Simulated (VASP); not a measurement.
GaP in VASP 6.6.1, single-point calculation

INCAR

```
LWAVE = .FALSE.
LREAL = .FALSE.
LASPH = .TRUE.
PREC = Accurate
EDIFF = 1E-7
ENCUT = 520
ALGO = Normal
METAGGA = R2SCAN
ISMEAR = 0
LCHARG = .FALSE.
NELM = 120
NSW = 0
IBRION = -1
NBANDS = 16
SIGMA = 0.01
ISIF = 2
```

KPOINTS

```
KPOINTS created by Atomic Simulation Environment
0
Gamma
8 8 8
0 0 0
```

POSCAR

```
Ga P
 1.0000000000000000
    -0.0000000000000000    2.7253992946765000    2.7253992946765000
     2.7253992946765000    0.0000000000000000    2.7253992946765000
     2.7253992946765000    2.7253992946765000    0.0000000000000000
 Ga  P
   1   1
Cartesian
  0.0000000000000000 -0.0000000000000000 -0.0000000000000000
  1.3626996473382502  1.3626996473382502  1.3626996473382502
```

The recommended PBE PAW datasets give the neutral cell 18 valence electrons.

Command

```
mpirun -np 1 vasp_std
```

OSZICAR

```
N       E                     dE             d eps       ncg     rms          rms(c)
DAV:   1     0.651257277468E+02    0.65126E+02   -0.93274E+03   960   0.166E+03
DAV:   2    -0.177522759587E+02   -0.82878E+02   -0.79066E+02  1040   0.310E+02
DAV:   3    -0.236496721598E+02   -0.58974E+01   -0.58806E+01  1160   0.654E+01
DAV:   4    -0.237390095600E+02   -0.89337E-01   -0.89316E-01  1144   0.869E+00
DAV:   5    -0.237408182041E+02   -0.18086E-02   -0.18086E-02  1176   0.108E+00    0.483E+00
DAV:   6    -0.214671389223E+02    0.22737E+01   -0.58797E-01  1160   0.146E+01    0.313E+00
DAV:   7    -0.214585106560E+02    0.86283E-02   -0.20463E-01  1104   0.373E+00    0.164E+00
DAV:   8    -0.214628608352E+02   -0.43502E-02   -0.97010E-03  1176   0.788E-01    0.669E-01
DAV:   9    -0.214630999167E+02   -0.23908E-03   -0.18871E-03  1128   0.440E-01    0.704E-02
DAV:  10    -0.214630904201E+02    0.94966E-05   -0.14085E-04  1120   0.857E-02    0.371E-02
DAV:  11    -0.214630873476E+02    0.30724E-05   -0.18824E-05  1192   0.359E-02    0.736E-03
DAV:  12    -0.214630855919E+02    0.17557E-05   -0.16451E-06  1160   0.102E-02    0.322E-03
DAV:  13    -0.214630868303E+02   -0.12384E-05   -0.33440E-07  1144   0.841E-03    0.149E-03
DAV:  14    -0.214630872478E+02   -0.41752E-06   -0.29009E-08   672   0.248E-03    0.952E-04
DAV:  15    -0.214630871244E+02    0.12345E-06   -0.14939E-08   584   0.252E-03    0.255E-04
DAV:  16    -0.214630871578E+02   -0.33458E-07   -0.26991E-09   608   0.726E-04
   1 F= -.21463087E+02 E0= -.21463087E+02  d E =-.435286E-48
```

From OUTCAR

```
k-points           NKPTS =     29   k-points in BZ     NKDIM =     29   number of bands    NBANDS=     16

   NELECT =      18.0000    total number of electrons

   dimension x,y,z NGX =    30 NGY =   30 NGZ =   30
   dimension x,y,z NGXF=    60 NGYF=   60 NGZF=   60

  energy-cutoff  :      520.00
  volume of cell :       40.49
      direct lattice vectors                 reciprocal lattice vectors
     0.000000000  2.725399295  2.725399295    -0.183459356  0.183459356  0.183459356
     2.725399295  0.000000000  2.725399295     0.183459356 -0.183459356  0.183459356
     2.725399295  2.725399295  0.000000000     0.183459356  0.183459356 -0.183459356

 k-points in reciprocal lattice and weights: KPOINTS created by Atomic Simulation Env
   0.00000000  0.00000000  0.00000000       0.002
   0.12500000  0.00000000  0.00000000       0.016
   0.25000000  0.00000000  0.00000000       0.016
   0.37500000  0.00000000  0.00000000       0.016
   0.50000000  0.00000000  0.00000000       0.008
   0.12500000  0.12500000  0.00000000       0.012
   0.25000000  0.12500000  0.00000000       0.047
   0.37500000  0.12500000  0.00000000       0.047
   ...

 E-fermi :   4.5609

 k-point     1 :       0.0000    0.0000    0.0000
  band No.  band energies     occupation
      1     -10.5286      2.00000
      2     -10.5286      2.00000
      3     -10.5286      2.00000
      4     -10.4149      2.00000
      5     -10.4149      2.00000
      6      -8.5599      2.00000
      7       4.4604      2.00000
      8       4.4604      2.00000
      9       4.4604      2.00000
     10       6.8030      0.00000
     11       8.6512      0.00000
     12       8.6513      0.00000
     13       8.6513      0.00000
     14      13.9221      0.00000
     15      14.7334      0.00000
     16      14.7334      0.00000

 k-point     2 :       0.1250    0.0000    0.0000
  band No.  band energies     occupation
      1     -10.5448      2.00000
      2     -10.5236      2.00000
      3     -10.5235      2.00000
      4     -10.4149      2.00000
      5     -10.4149      2.00000
      6      -8.3464      2.00000
      7       2.8353      2.00000
      8       4.2221      2.00000
      9       4.2221      2.00000
     10       7.3437      0.00000
     11       9.0176      0.00000
     12       9.0177      0.00000
     13       9.3234      0.00000
     14      14.1068      0.00000
     15      14.1068      0.00000
     16      14.8336      0.00000

 k-point     3 :       0.2500    0.0000    0.0000
  band No.  band energies     occupation
      1     -10.5795      2.00000
      2     -10.5126      2.00000
      3     -10.5126      2.00000
      4     -10.4136      2.00000
      5     -10.4136      2.00000
      6      -7.7441      2.00000
      7       0.4949      2.00000
      8       3.7702      2.00000
      9       3.7703      2.00000
     10       7.0019      0.00000
     11       9.5487      0.00000
     12       9.5488      0.00000
     13      11.3443      0.00000
     14      13.9325      0.00000
     15      13.9325      0.00000
     16      15.0204      0.00000

 ...

  Total       -0.0075793     -0.0075793     -0.0075793     -0.0000000      0.0000000      0.0000000
  in kB       -0.2999294     -0.2999294     -0.2999294     -0.0000000      0.0000000      0.0000000
  external PRESSURE =      -0.2999294 kB  Pullay stress =       0.0000000 kB

 POSITION                                       TOTAL-FORCE (eV/Angst)
 -----------------------------------------------------------------------------------
      0.00000      0.00000      0.00000         0.000000      0.000000      0.000000
      1.36270      1.36270      1.36270        -0.000000     -0.000000     -0.000000
 -----------------------------------------------------------------------------------
    total drift:                                0.000010      0.000010      0.000010

  FREE ENERGIE OF THE ION-ELECTRON SYSTEM (eV)
  ---------------------------------------------------
  free  energy   TOTEN  =       -21.4630871578 eV

  energy  without entropy=      -21.4630871578  energy(sigma->0) =      -21.46308716
```

It converged. Results: gap between bands v and c on the k mesh 1.90 eV; least direct gap on the k mesh 2.34 eV; pressure 0.0 GPa. Band v is the last that the valence electrons fill when counted band by band, and c is the next.

For comparison, a separate r²SCAN run of the intended cell, on usual settings and not on those above, gives a gap of 1.90 eV on its mesh and a pressure of 0.0 GPa.

The run above took about 86 s on one core of a shared host (Intel Xeon Platinum 8488C) and held 0.17 GiB at most.
